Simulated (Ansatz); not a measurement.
## In in Ansatz: the effect of functional

In:

```
CELL_PARAMETERS angstrom
-1.85708 1.85708 1.85708
1.85708 -1.85708 1.85708
1.85708 1.85708 -1.85708
ATOMIC_POSITIONS crystal
In 0.00000 0.00000 0.00000
```

This isn't the form of In at room conditions, which is tetragonal.

The cell isn't the ideal one: volume scaled by 0.96.

Alike in all runs:

| Item | Value |
| --- | --- |
| Program | Ansatz 0.2.0 |
| Task | single point |
| Potentials or basis | Ansatz PAW |
| k mesh | 10 × 10 × 10 |
| Occupations | fermi-dirac, width 0.05 eV |
| Spin | no spin polarisation |

```csv
functional,cutoff,pressure (GPa)
LDA,420 eV (not typed: the program's choice for these potentials),-1.4
PBEsol,420 eV (not typed: the program's choice for these potentials),0.3
r2SCAN,500 eV (not typed: the program's choice for these potentials),?
```

**Question.** What does the run with functional r2SCAN give?

**Answer.** Pressure 1.5 GPa.

Caveats: the PAW data sets come from PBE, with cores solved anew for the run's functional, which leaves a small shift of forces and pressure.
